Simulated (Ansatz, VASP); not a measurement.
**Pd: VASP beside Ansatz**

```
Pd
1.0
     0.00000    1.95128    1.95128
     1.95128    0.00000    1.95128
     1.95128    1.95128    0.00000
Pd
1
Direct
  0.00000 0.00000 0.00000
```

Alike in both runs: task single point; functional PBE; k mesh 18 × 18 × 18; occupations gaussian, width 0.1 eV; no spin polarisation.

```csv
,VASP,Ansatz
version,VASP 6.6.1,Ansatz 0.2.0
potentials or method,"VASP PAW PBE potentials, release 64 (Pd)","scalar-relativistic, plane waves, PAW"
plane-wave cutoff (eV),520,420
valence electrons in the cell,10,18
```

|  | VASP | Ansatz | Ansatz less VASP |
| --- | --- | --- | --- |
| gap on the k mesh at the Fermi level (eV) | none | none | - |
| pressure (GPa) | 5.2 | 5.6 | +0.32 |

A gap of «none» marks a metal or a gap that the smearing closes. The functional is the same, so the differences come from potentials, cutoffs and numerics. The two sets of potentials don't hold the same shells in valence.
